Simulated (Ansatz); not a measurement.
# Ta (P-1) in Ansatz: density of states with LDA

Aim: the density of states of Ta with LDA.

All numbers are computed with Ansatz 0.2.0; they aren't measurements. Logs are shortened: lines on timing, memory, paths and dates and some standing lists are left out, and cuts for length are marked.

### Step 1. The cell of the first run

The typed cell holds 2 atoms: a = 2.900 Å, b = 2.900 Å, c = 5.166 Å, α = 90.00°, β = 90.00°, γ = 120.00°.

This isn't the form of Ta at room conditions, which is bcc.

### Step 2. Density of states, LDA (atoms moved at random, drawn with an rms of 0.1 Å)

Input file input.yaml:

```yaml
crystal:
  lattice:
    - [2.9003720726, 0.0, 0.0]
    - [-1.4501860363, 2.5117958953, 0.0]
    - [0.0, 0.0, 5.166274]
  atoms:
    - { symbol: Ta, position: [0.327222, 0.665592, 0.258236] }
    - { symbol: Ta, position: [0.659194, 0.331933, 0.758052] }
kpoints:
  mp_grid: { grid: [11, 11, 5] }
scf:
  occupations: { method: methfessel_paxton, width: 0.2 }
hamiltonian:
  xc: lda
  pseudopotentials: { kind: all_electron, lapw: { basis_error: 0.001 } }
output:
  forces: true
  stress: true
  eigenvalues: true
  dos: { projected: false, de: 0.1, e_range: [-14, 6] }
```

Potentials or basis: all-electron LAPW, scalar-relativistic.

On the command line:

```sh
ansatz run input.yaml --threads 1 --pin off --max-ram 3072MiB --backend cpu --events-out ev --progress --plain --runs-dir out
```

The program printed:

```text
Warning: RAYON_NUM_THREADS=1 ignored (pool sized by the plan → 1); use --threads N
LAPW: plane waves up to 8.136 Å⁻¹, error target 1.0e-3 eV per atom; small_component_spin mean_spin; Ta in spheres of 1.450 Å, 37 of its electrons in bands, Dirac shells [] (how accurate: hamiltonian.pseudopotentials.lapw.basis_error, Limitations)
Engine: ansatz 0.2.0, x86_64-unknown-linux-gnu
Pseudopotentials: kind: all_electron
Pseudopotential: Ta, LAPW, valence charge 37, lapw/all_electron/scalar/gaussian/Ta, Koelling and Harmon's equation, gaussian nucleus
Functional definition: SPW92
  exchange = slater_x
  correlation = pw_c
Crystal: 2 atoms, lattice volume = 37.637 Å³
Basis set: ecut = 252.2302684035781 eV, 337 PW (Γ), exchange–correlation at level 2
Bands: 45, of which v1, the nominal top of the filled ones, is band 37 counted from 1 (36 counted from 0)
Symmetry: 2 space group operations
Space group: P-1 (ITA 2), of the structure as read, at distance tolerance 3.4e-5 Å
k-points: 303 of 605
Non-local potential: Ta, projectors of the file, none
Initial density: superposition of atomic densities (chi_scale 0.1, normalization cell)
Initial wavefunctions: plane waves of lowest kinetic energy (no species holds an atomic orbital)
Functional: x = slater, c = lda
iter 1 solved again at ethr=2.61e-4 eV; its pass at ethr=1.00e-1 eV (dr2=1.93e-1 eV) is discarded
SCF iter   1: F=—  HF=-848638.920096 eV  |F-HF|=—  |Δ(HF+E_count)|=         —  Δρ=2.72e-2  dr2=1.94e-1  ethr=2.61e-4  ⟨swp⟩=2.8  Hψ=84543  notcnv=0
preconditioner: auto → Kerker (q_TF=auto, 3.054 Å⁻¹)  [metal: Δε(μ)=0.016 eV  Ē_g=23.385 eV  σ=0.200 eV  W_gap=0.07  n_scr=22 (ndim 8)  ℏωp=42.8 eV  f_vac=0.000  D(μ)=2.14/eV (n_scr^D=22)]
SCF iter   2: F=—  HF=-848638.646848 eV  |F-HF|=—  |Δ(HF+E_count)|=   2.73e-1  S|Δr|=    0.00e0  Δρ=1.51e-2  dr2=7.24e-2  ethr=2.61e-4  ⟨swp⟩=2.0  Hψ=40542  notcnv=0
SCF iter   3: F=—  HF=-848638.612587 eV  |F-HF|=—  |Δ(HF+E_count)|=   3.43e-2  S|Δr|=    0.00e0  Δρ=1.01e-2  dr2=3.50e-2  ethr=9.78e-5  ⟨swp⟩=2.0  Hψ=40547  notcnv=0
SCF iter   4: F=—  HF=-848638.600118 eV  |F-HF|=—  |Δ(HF+E_count)|=         —  Δρ=5.33e-3  dr2=1.10e-2  ethr=4.72e-5  ⟨swp⟩=2.0  Hψ=40540  notcnv=0
the basis was enlarged: its passes take 388.8 KiB over the memory plan, 1 of 1 planned eigensolver slots
iter 5 solved again at ethr=7.69e-7 eV; its pass at ethr=1.49e-5 eV (dr2=5.69e-4 eV) is discarded
SCF iter   5: F=—  HF=-848638.599265 eV  |F-HF|=—  |Δ(HF+E_count)|=   8.52e-4  S|Δr|=    0.00e0  Δρ=1.17e-3  dr2=5.68e-4  ethr=7.69e-7  ⟨swp⟩=2.0  Hψ=68356  notcnv=0
SCF iter   6: F=—  HF=-848638.599284 eV  |F-HF|=—  |Δ(HF+E_count)|=   1.85e-5  S|Δr|=    0.00e0  Δρ=3.50e-4  dr2=4.88e-5  ethr=7.68e-7  ⟨swp⟩=2.0  Hψ=40554  notcnv=0
SCF iter   7: F=—  HF=-848638.599281 eV  |F-HF|=—  |Δ(HF+E_count)|=   3.15e-6  S|Δr|=    0.00e0  Δρ=9.19e-5  dr2=4.25e-6  ethr=6.60e-8  ⟨swp⟩=2.0  Hψ=40554  notcnv=0
SCF iter   8: F=—  HF=-848638.599280 eV  |F-HF|=—  |Δ(HF+E_count)|=   8.14e-7  S|Δr|=    0.00e0  Δρ=2.53e-5  dr2=2.49e-7  ethr=5.74e-9  ⟨swp⟩=2.0  Hψ=40554  notcnv=0
SCF iter   9: F=-848638.599280 eV  HF=-848638.599280 eV  |F-HF|=6.64e-9  |Δ(HF+E_count)|=   3.48e-8  S|Δr|=    0.00e0  Δρ=7.23e-6  dr2=1.69e-8  ethr=3.36e-10  ⟨swp⟩=2.0  Hψ=40554  notcnv=0
SCF 1 converged in 9 iterations: F = -848638.599280 eV  dr2 = 1.69e-8
SCF converged after 9 iterations
Stability not checked: this state was not tested for a lower state beside it, because cold or Methfessel-Paxton smearing, or corrected tetrahedra, fill the levels in a way that the test cannot read (fill_not_monotonic; see scf.lower_state_search)
Free energy (F): -848638.599280 eV
Harris-Foulkes:  -848638.599280 eV  (|F-HF|=6.64e-9)
Internal energy: -848638.602929 eV  (E = F + TS)
E sigma→0 (E₀):  -848638.600192 eV
Entropy (-TS):   0.003649 eV (1.824 meV/atom)
Fermi energy:    23.721008 eV
--- Per-component energies (eV) ---
  E_band       = -3810.500873
  E_kinetic    = 947054.024128
  E_xc         = -16742.416862
  E_electrostatic = -1778950.210195  (all electrons and nuclei)
  E_smearing   = 0.003649  (= −TS)
  E_closure    = 0.000000  (closes the sum)
  E_atoms      = -848617.697876  (free atoms, spherical and without spin; not in F)
  Σ components = -848638.599280   (vs F -848638.599280, Δ=0.00e0)
  Basis errors (estimates in eV, not in F): energy 2.6e-4 per atom: plane waves 2.2e-4 (1.2e-4 summed), levels above the bands 0.0e0, relativity 1.2e-8, radial functions 3.9e-5, core shells 9.0e-7; eigenvalues (radial functions only) 6.5e-7; not estimated: angular momenta, meshes, grids; target (lapw.basis_error) 1.0e-3; muffin-tin radii Ta 1.450 Å
--- Forces (eV/Å), atoms counted from 1 ---
  atom   1  Ta     0.00382811     0.00092364    -0.00945266
  atom   2  Ta    -0.00382811    -0.00092364     0.00945266
  max |Σ_I F_I| component: 0.00e0 eV/Å
--- Stress (GPa, compression-positive) ---
      -13.182296      -0.055582      -0.000190
       -0.055582     -13.156421      -0.000046
       -0.000190      -0.000046      -9.865369
  P = ⅓ Tr σ = -12.0680 GPa (-120.680 kbar)
--- Band table (eV; the first three rows and the last of 303) ---
  k-point 0: bands = ["-192.3610", "-192.3610", "-192.3607", "-192.3607", "-192.3555", "-192.3555", "-192.3554", "-192.3554", "-192.3344", "-192.3344", "-43.8509", "-43.7918", "-10.7946", "-9.9772", "-9.8605", "-9.8603", "-9.7781", "-9.7770", "4.3152", "4.3177", "4.3325", "4.3325", "4.3387", "4.3388", "4.3393", "4.3624", "4.3625", "4.3670", "4.3836", "4.3840", "4.3994", "4.4004", "15.5928", "18.8306", "23.1183", "23.7128", "24.2628", "24.2666", "24.8180", "24.8231", "26.5892", "26.6046", "28.7386", "28.7586", "32.3658"]
  k-point 1: bands = ["-192.3610", "-192.3610", "-192.3607", "-192.3607", "-192.3555", "-192.3555", "-192.3554", "-192.3554", "-192.3344", "-192.3344", "-43.8452", "-43.7975", "-10.7205", "-10.0596", "-9.8526", "-9.8525", "-9.7860", "-9.7850", "4.3146", "4.3170", "4.3313", "4.3313", "4.3367", "4.3368", "4.3427", "4.3647", "4.3663", "4.3664", "4.3830", "4.3834", "4.3995", "4.4003", "15.9353", "18.6501", "22.9545", "23.1931", "24.2246", "24.2271", "24.6839", "24.6888", "26.9135", "26.9279", "28.6817", "28.6957", "33.5059"]
  k-point 2: bands = ["-192.3610", "-192.3610", "-192.3607", "-192.3607", "-192.3555", "-192.3555", "-192.3554", "-192.3554", "-192.3344", "-192.3344", "-43.8305", "-43.8123", "-10.5229", "-10.2707", "-9.8320", "-9.8318", "-9.8066", "-9.8060", "4.3144", "4.3154", "4.3306", "4.3307", "4.3329", "4.3329", "4.3505", "4.3587", "4.3739", "4.3740", "4.3801", "4.3803", "4.3997", "4.4001", "16.8488", "17.9475", "22.5963", "22.6359", "24.2410", "24.2416", "24.4198", "24.4232", "27.6442", "27.6540", "28.3435", "28.3444", "35.6982"]
  k-point 302: bands = ["-192.3610", "-192.3610", "-192.3607", "-192.3607", "-192.3555", "-192.3555", "-192.3554", "-192.3554", "-192.3344", "-192.3344", "-43.7508", "-43.7316", "-10.8068", "-10.7192", "-10.3510", "-10.1474", "-10.0960", "-10.0252", "4.3212", "4.3326", "4.3339", "4.3372", "4.3390", "4.3507", "4.3522", "4.3578", "4.3620", "4.3676", "4.3690", "4.3760", "4.3810", "4.3846", "19.4611", "20.3161", "21.1016", "22.0745", "23.8693", "24.2902", "24.8640", "27.6116", "28.0225", "29.3341", "30.3153", "31.2268", "33.3791"]
```

Wall time 1.9 min (1 thread of Intel Xeon at 2.70GHz, shared host); peak memory 1 GiB.

What came out:

- Free energy: -848638.5993 eV
- Pressure: -12.1 GPa
- Largest force: 0.010 eV/Å
- Band gap on the k mesh: none (metal or under the smearing width)

Forces in eV/Å, atoms in the order of the input:
```
Ta   0.004  0.001 -0.009
Ta  -0.004 -0.001  0.009
```

Stress tensor (GPa, compression positive):
```
-13.18  -0.06   0.00
 -0.06 -13.16   0.00
  0.00   0.00  -9.87
```

Levels at points of the mesh, in eV from the Fermi level:
```
           k point  band 34  band 35  band 36  band 37  band 38  band 39  band 40  band 41
(0.00, 0.00, 0.00)    -4.89    -0.60    -0.01     0.54     0.55     1.10     1.10     2.87
```

States per cell in windows of 1 eV (zero at the Fermi level; states under -8 eV left out):
```csv
from (eV),total
-8.0,0.10
-7.0,0.23
-6.0,0.39
-5.0,1.10
-4.0,1.78
-3.0,1.79
-2.0,2.33
-1.0,2.53
0.0,2.23
1.0,1.97
2.0,1.35
3.0,1.72
4.0,1.98
```
